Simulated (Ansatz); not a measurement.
Below is a relaxed structure of Si. The cell was found from a structure generator's guess, not taken from experiment.

All numbers below come from DFT PBE, scalar-relativistic, plane waves, PAW (Ansatz). Cutoff 420 eV, Γ-centred mesh, Gaussian smearing, no spin polarisation.

```cif
data_structure
_symmetry_space_group_name_H-M 'P 1'
_symmetry_Int_Tables_number 1
_cell_length_a 2.5323
_cell_length_b 2.5323
_cell_length_c 2.5323
_cell_angle_alpha 90.000
_cell_angle_beta 90.000
_cell_angle_gamma 90.000
_cell_volume 16.24
loop_
_atom_site_label
_atom_site_type_symbol
_atom_site_fract_x
_atom_site_fract_y
_atom_site_fract_z
_atom_site_occupancy
Si1 Si 0.50000 0.50000 0.50000 1
```

Energies count from the standard state of Si at the same level.

(1) Find its symmetry and describe it.

(2) How far does it lie from the standard state of Si?

(3) Is it a metal?

Results:

(1) Pm-3m (No. 221), the simple cubic type. Conventional cell: a = 2.532 Å. Around Si lie 6 Si at 2.53 Å.

(2) +0.35 eV/atom. So it is a metastable form at best.

(3) Yes, bands cross the Fermi level on the 22×22×22 mesh.

The last run used a 22×22×22 mesh for its 1-atom cell and Gaussian smearing of 0.10 eV. A later test with randomly moved atoms led to a structure 44 meV/atom lower, so this end is a saddle point or a shallow minimum.
